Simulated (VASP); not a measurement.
Here is a VASP 6.6.1 calculation.

File INCAR:

```
  ALGO = Normal
  EDIFF = 1E-7
  ENCUT = 520
  GGA = PE
  ISIF = 2
  ISMEAR = -1
  LASPH = T
  LCHARG = T
  LELF = T
  LREAL = F
  LVHAR = T
  LWAVE = F
  NBANDS = 6
  NELM = 100
  PREC = Accurate
  SIGMA = 0.05
```

KPOINTS

```
k-points
0
Gamma
  10 10 26
```

POSCAR

```
H
1.0
    2.6496387389      0.0000000000      0.0000000000
    0.0000000000      2.6496387389      0.0000000000
    0.0000000000      0.0000000000      0.9804929200
H
1
Direct
    0.0000000000      0.0000000000      0.5000000000
```

Potentials or basis: VASP PAW PBE potentials, release 64 (H).

Launch:

```console
$ cat potpaw_PBE.64/H/POTCAR > POTCAR
$ mpirun -np 1 vasp_std > vasp.out
```

Task: Predict the band gap on the k mesh.

Result: None (metal or under the smearing width).

Task: What does it give for the pressure?

Result: 1.6 GPa.

Stress tensor (GPa, compression positive):
```
2.35 0.00 0.00
0.00 2.35 0.00
0.00 0.00 0.10
```
